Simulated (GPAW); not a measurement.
# Ir (Fm-3m) in GPAW: settings compared

Aim: see how the results for Ir move with the level of theory and the settings. Levels: PBEsol, LDA. Tasks: band structure, G0W0 quasiparticle levels.

Everything below comes from runs of GPAW 26.7.0. Logs are shortened: lines on timing, memory, paths and dates and some standing lists are left out, and cuts for length are marked. The log counts tension as positive stress, the text compression.

### Step 1. Starting point

The structure is cubic, space group Fm-3m (No. 225). The conventional cell has a = 3.831 Å, b = 3.831 Å, c = 3.831 Å, α = 90.00°, β = 90.00°, γ = 90.00°. Ir (site symmetry m-3m) is surrounded by 12 Ir at 2.71 Å.

### Step 2. Band structure, PBEsol

run.py

```python
from ase import Atoms
from ase.dft.bandgap import bandgap
from ase.io import write
from ase.units import GPa
from gpaw import GPAW, PW, setup_paths

setup_paths.insert(0, '.')

atoms = Atoms(['Ir'],
              cell=[[0.0, 1.9156, 1.9156],
                    [1.9156, 0.0, 1.9156],
                    [1.9156, 1.9156, 0.0]],
              scaled_positions=[[0.0, 0.0, 0.0]],
              pbc=True)

calc = GPAW(mode=PW(600),
            xc='PBEsol',
            kpts={'size': (12, 12, 12), 'gamma': True},
            occupations={'name': 'fermi-dirac', 'width': 0.05},
            nbands=16,
            convergence={'density': 1e-05, 'energy': 1e-05},
            maxiter=150,
            txt='gpaw.txt')
atoms.calc = calc
energy = atoms.get_potential_energy()
forces = atoms.get_forces()
stress = atoms.get_stress()
calc.write('gs.gpw')
write('result.traj', atoms)
print(f'Energy: {energy:.6f} eV')
print('Forces (eV/A):')
print(forces.round(4))
print('Stress (GPa):', (stress / GPa).round(3))
print('Fermi level:', round(calc.get_fermi_level(), 4), 'eV')
print(f'Gap: {bandgap(calc)[0]:.4f} eV, direct: {bandgap(calc, direct=True)[0]:.4f} eV')

path = atoms.cell.bandpath('GXWKGLUWLK,UX', npoints=100, eps=1e-4)
bs_calc = calc.fixed_density(kpts=path, symmetry='off', nbands=24,
                             convergence={'bands': 'CBM+6.0', 'eigenstates': 1e-6}, txt='bands.txt')
bs = bs_calc.band_structure()
bs.write('bs.json')
print(f'Gap on the path: {bandgap(bs_calc)[0]:.4f} eV')
```

Potentials or basis: PAW data sets generated in the run's folder for this functional, pw.

The run is started by

```
gpaw-setup -f PBEsol Ir
OMP_NUM_THREADS=1 python run.py
```

gpaw.txt:

```text
__  _  _
 | _ |_)|_||  |
 |__||  | ||/\| - 26.7.0

Input parameters:
  mode=PW(ecut=600.0),
  convergence={'density': 1e-05, 'energy': 1e-05},
  kpts=MonkhorstPack(size=(12, 12, 12), gamma=True),
  maxiter=150,
  nbands=16,
  occupations=Occupations(name='fermi-dirac', width=0.05),
  xc=XC(name='PBEsol')

Diagonalizing LCAO Hamiltonian
Converting LCAO to pw mode

       Ir

Atoms  # Å, Bohr magnetons
|   | symbol |        x |        y |        z |    initial magnetic moments |
|---|--------|----------|----------|----------|-----------------------------|
| 0 |     Ir | 0.000000 | 0.000000 | 0.000000 | ( 0.0000,  0.0000,  0.0000) |

Unit cell  # Å
| periodic |        x |        y |        z |  lengths |    angles |
|----------|----------|----------|----------|----------|-----------|
|      yes | 0.000000 | 1.915600 | 1.915600 | 2.709068 | 60.000000 |
|      yes | 1.915600 | 0.000000 | 1.915600 | 2.709068 | 60.000000 |
|      yes | 1.915600 | 1.915600 | 0.000000 | 2.709068 | 60.000000 |

Number of symmetries: 48
Symmetry operations  # r_c * U_cc + t_c -> r_c
|    | kind |            matrix            |
|----|------|------------------------------|
|  0 |  σ   |  1, 0, 0,  1, 0,-1,  1,-1, 0 |
|  1 |  C2  |  1, 0, 0,  1,-1, 0,  1, 0,-1 |
|  2 |  E   |  1, 0, 0,  0, 1, 0,  0, 0, 1 |
|  3 |  σ   |  1, 0, 0,  0, 0, 1,  0, 1, 0 |
|  4 |  C4  |  1, 0,-1,  1, 0, 0,  1,-1, 0 |
|  5 |  S6  |  1, 0,-1,  1,-1, 0,  1, 0, 0 |
|  6 |  σ   |  1, 0,-1,  0, 1,-1,  0, 0,-1 |
|  7 |  C3  |  1, 0,-1,  0, 0,-1,  0, 1,-1 |
|  8 |  S6  |  1,-1, 0,  1, 0, 0,  1, 0,-1 |
|  9 |  C4  |  1,-1, 0,  1, 0,-1,  1, 0, 0 |
| 10 |  C3  |  1,-1, 0,  0,-1, 1,  0,-1, 0 |
| 11 |  σ   |  1,-1, 0,  0,-1, 0,  0,-1, 1 |
| 12 |  σ   |  0, 1, 0,  1, 0, 0,  0, 0, 1 |
| 13 |  C4  |  0, 1, 0,  0, 1,-1, -1, 1, 0 |
| 14 |  C3  |  0, 1, 0,  0, 0, 1,  1, 0, 0 |
| 15 |  S6  |  0, 1, 0, -1, 1, 0,  0, 1,-1 |
| 16 |  C2  |  0, 1,-1,  1, 0,-1,  0, 0,-1 |
| 17 |  σ   |  0, 1,-1,  0, 1, 0, -1, 1, 0 |
| 18 |  S4  |  0, 1,-1,  0, 0,-1,  1, 0,-1 |
| 19 |  C4  |  0, 1,-1, -1, 1, 0,  0, 1, 0 |
| 20 |  C3  |  0, 0, 1,  1, 0, 0,  0, 1, 0 |
| 21 |  σ   |  0, 0, 1,  0, 1, 0,  1, 0, 0 |
| 22 |  S6  |  0, 0, 1,  0,-1, 1, -1, 0, 1 |
| 23 |  C4  |  0, 0, 1, -1, 0, 1,  0,-1, 1 |
| 24 |  S4  |  0, 0,-1,  1, 0,-1,  0, 1,-1 |
| 25 |  C3  |  0, 0,-1,  0, 1,-1,  1, 0,-1 |
| 26 |  C2  |  0, 0,-1,  0,-1, 0, -1, 0, 0 |
| 27 |  S6  |  0, 0,-1, -1, 0, 0,  0,-1, 0 |
| 28 |  S4  |  0,-1, 1,  1,-1, 0,  0,-1, 0 |
| 29 |  C4  |  0,-1, 1,  0, 0, 1, -1, 0, 1 |
| 30 |  C2  |  0,-1, 1,  0,-1, 0,  1,-1, 0 |
| 31 |  σ   |  0,-1, 1, -1, 0, 1,  0, 0, 1 |
| 32 |  C3  |  0,-1, 0,  1,-1, 0,  0,-1, 1 |
| 33 |  S6  |  0,-1, 0,  0, 0,-1, -1, 0, 0 |
| 34 |  S4  |  0,-1, 0,  0,-1, 1,  1,-1, 0 |
| 35 |  C2  |  0,-1, 0, -1, 0, 0,  0, 0,-1 |
| 36 |  C2  | -1, 1, 0,  0, 1, 0,  0, 1,-1 |
| 37 |  S6  | -1, 1, 0,  0, 1,-1,  0, 1, 0 |
| 38 |  S4  | -1, 1, 0, -1, 0, 1, -1, 0, 0 |
| 39 |  C3  | -1, 1, 0, -1, 0, 0, -1, 0, 1 |
| 40 |  S6  | -1, 0, 1,  0, 0, 1,  0,-1, 1 |
| 41 |  C2  | -1, 0, 1,  0,-1, 1,  0, 0, 1 |
| 42 |  C3  | -1, 0, 1, -1, 1, 0, -1, 0, 0 |
| 43 |  S4  | -1, 0, 1, -1, 0, 0, -1, 1, 0 |
| 44 |  C2  | -1, 0, 0,  0, 0,-1,  0,-1, 0 |
| 45 |  i   | -1, 0, 0,  0,-1, 0,  0, 0,-1 |
| 46 |  σ   | -1, 0, 0, -1, 1, 0, -1, 0, 1 |
| 47 |  C2  | -1, 0, 0, -1, 0, 1, -1, 1, 0 |

BZ-sampling:
  Number of BZ points: 1728
  Number of IBZ points: 72

  Monkhorst-Pack size: [12, 12, 12]
  Monkhorst-Pack shift: [0.041666666666666664, 0.041666666666666664, 0.041666666666666664]

K-points  # in reciprocal-cell coordinates
|     |                                coordinates |     weight |
|-----|--------------------------------------------|------------|
|   0 | ( -0.00000000,  -0.00000000,  -0.00000000) | 0.00057870 |
|   1 | (  0.08333333,   0.08333333,  -0.00000000) | 0.00347222 |
|   2 | (  0.08333333,   0.08333333,   0.08333333) | 0.00462963 |
|   3 | (  0.16666667,   0.08333333,   0.08333333) | 0.00694444 |
|   4 | (  0.16666667,   0.16666667,  -0.00000000) | 0.00347222 |
|   5 | (  0.16666667,   0.16666667,   0.08333333) | 0.01388889 |
|   6 | (  0.16666667,   0.16666667,   0.16666667) | 0.00462963 |
|   7 | (  0.25000000,   0.16666667,   0.08333333) | 0.01388889 |
|   8 | (  0.25000000,   0.16666667,   0.16666667) | 0.01388889 |
|   9 | (  0.25000000,   0.25000000,  -0.00000000) | 0.00347222 |
| ... |                                            |            |
|  71 | (  0.50000000,   0.50000000,   0.50000000) | 0.00231481 |

Plane wave coefficients: 495
Cutoff: 600.0 eV

Spin-components: 1 (collinear spins)
Bands:           16
Projectors:      6
Spin-degeneracy: 2
Datatype:        complex128

Parallelization:
  kpt:    1
  domain: 1
  band:   1

Density:
  Valence electrons: 15.0
  Components: 1
  Grid points: [16 16 16]
  Charge: 0.0  # |e|

Potential:
  Grid points: [16 16 16]

species:
  Ir:
    name:    Iridium
    Z:       77.0
    valence: 15
    core:    62
    charge:  0.0  # [|e|]
    compensation charges:
      type: gauss
      rc: 0.40  # [Å]
      lmax: 2
    cutoffs:
      filter: 2.40  # [Å]
      core: 2.36  # [Å]
    projectors
    | kind |    occ | energy [eV] | rcut [Å] |
    |------|--------|-------------|----------|
    |   6s |  2.000 |      -6.350 |    1.296 |
    |   5p |  6.000 |     -54.763 |    1.328 |
    |   6p |  0.000 |      -1.184 |    1.328 |
    |   5d |  7.000 |      -7.197 |    1.286 |
    |    s |        |      20.861 |    1.296 |
    |    d |        |      20.014 |    1.286 |

    Using partial waves for Ir as LCAO basis

Reference energy: -484347.881821  # eV

eigensolver:
  PPCG
  Converge bands: occupied
  niter=2

density mixing:
  MSR1-Mixer
  Pratt-step length: 0.05
  Maximum mixing coefficient: 0.75
  Old densities: 10
  SVD Regularization: 0.005
  Good broyden scale: 1.0
  Trust region scale: 1.0
  Backstep threshold: 4.0
  History deletion threshold: 6.0
  Fourier metric: weight=20.0, sigma=0.015

occupation numbers:
  Fermi-Dirac:
    width: 0.0500  # eV

poisson solver:
  ecut: 4800.0  # eV

xc functional:
  name: PBEsol with 2 nearest neighbor stencil

convergence criteria:
- Maximum integral of absolute [dens]ity change: 1e-05 electrons / valence electron
- Maximum [total energy] change in last 3 cyles: 1e-05 eV / valence electron
- Maximum integral of absolute [eigenst]ate change: 4e-08 eV^2 / valence electron
maximum number of iterations: 150

SCF iterations
|iter     | |      energy | eigst |  dens |
|---------|-|-------------|-------|-------|
|iter:   1| |  -10.445916 | +0.11 |       |
|iter:   2| |  -10.426325 | -2.87 | -1.43 |
|iter:   3| |  -10.356315 | -2.56 | -1.47 |
|iter:   4| |  -10.363839 | -3.46 | -2.13 |
|iter:   5| |  -10.367586 | -3.26 | -2.41 |
|iter:   6| |  -10.367597 | -5.93 | -3.67 |
|iter:   7| |  -10.367598c| -6.40 | -3.93 |
|iter:   8| |  -10.367598c| -7.92c| -5.49c|

Converged in 8 steps
Energy contributions relative to reference atoms: (reference = -484347.881821)

Energy contributions:
  Kinetic:           2.981126
  Coulomb:          -2.629022
  Zero:             -0.241937
  External:          0.000000
  Xc:              -10.475415
  Entropy:          -0.004700
  Spinorbit:         0.000000
  ----------------------------
  Free energy:     -10.369948
  Extrapolated:    -10.367598

dipole moment: (-13.939100, -13.939100, -13.939100)  # |e|*Ang

Fermi level: 14.939
Eigenvalues  # (at kpt = [-0.000, -0.000, -0.000])
| band index |      eig [eV] | occ [0-2] |
|------------|---------------|-----------|
|          0 |       -34.544 |     2.000 |
|          1 |       -34.544 |     2.000 |
|          2 |       -34.544 |     2.000 |
|          3 |         3.724 |     2.000 |
|          4 |        10.979 |     2.000 |
|          5 |        10.979 |     2.000 |
[... 8 lines left out ...]
|         14 |        48.826 |     0.000 |
|         15 |        48.826 |     0.000 |

No gap
No difference between direct/indirect transitions

Forces  # eV/Ang
|       x |       y |       z |
|---------|---------|---------|
| 0.00000 | 0.00000 | 0.00000 |  # Ir   0

Stress tensor  # eV/Ang^3
|        x |        y |        z |
|----------|----------|----------|
| 0.012340 | 0.000000 | 0.000000 |
| 0.000000 | 0.012340 | 0.000000 |
| 0.000000 | 0.000000 | 0.012340 |

# Writing to gs.gpw (mode='')
```

bands.txt:

```text
Diagonalizing LCAO Hamiltonian
Converting LCAO to pw mode
convergence criteria:
- Maximum integral of absolute [eigenst]ate change: 1e-06 eV^2 / valence electron
maximum number of iterations: 150

SCF iterations
|iter     | |      energy | eigst |  dens |
|---------|-|-------------|-------|-------|
|iter:   1| |             | -0.24 |       |
[... 104 lines left out ...]
         [0.375     , 0.375     , 0.75      ],
         [0.625     , 0.25      , 0.625     ],
         [0.60416667, 0.20833333, 0.60416667],
         [0.58333333, 0.16666667, 0.58333333],
         [0.5625    , 0.125     , 0.5625    ],
         [0.54166667, 0.08333333, 0.54166667],
         [0.52083333, 0.04166667, 0.52083333],
         [0.5       , 0.        , 0.5       ]])),
  maxiter=150,
  nbands=24,
  occupations=Occupations(name='fermi-dirac', width=0.05),
  symmetry=Symmetry(point_group=False, time_reversal=False),
  xc=XC(name='PBEsol')
```

It took 15 s on 1 thread of Arm Neoverse V2, shared host; peak memory 0.17 GiB.

What came out:

| Property | Result |
| --- | --- |
| Free energy | -10.3699 eV |
| Pressure | -2.0 GPa |
| Band gap along the path | none (metal or under the smearing width) |

Levels at the corners of the path, in eV from the Fermi level:
```tsv
point	band 3	band 4	band 5	band 6	band 7	band 8	band 9
Γ	-49.48	-11.22	-3.96	-3.96	-3.96	-1.23	-1.23
X	-49.78	-8.01	-7.43	0.86	1.47	1.47	1.61
W	-49.79	-6.36	-4.96	-4.96	-1.87	1.48	8.20
K	-49.72	-7.04	-6.08	-2.96	-0.94	0.58	6.27
Γ	-49.48	-11.22	-3.96	-3.96	-3.96	-1.23	-1.23
L	-49.60	-8.18	-4.07	-4.07	-0.87	0.88	0.88
U	-49.72	-7.04	-6.08	-2.96	-0.94	0.58	6.27
W	-49.79	-6.36	-4.96	-4.96	-1.87	1.48	8.20
L	-49.60	-8.18	-4.07	-4.07	-0.87	0.88	0.88
K	-49.72	-7.04	-6.08	-2.96	-0.94	0.58	6.27
U	-49.72	-7.04	-6.08	-2.96	-0.94	0.58	6.27
X	-49.78	-8.01	-7.43	0.86	1.47	1.47	1.61
```

Caveat: spin-orbit coupling is left out, which moves the levels of the heavy elements.

(Continued in part 2 of 2.)
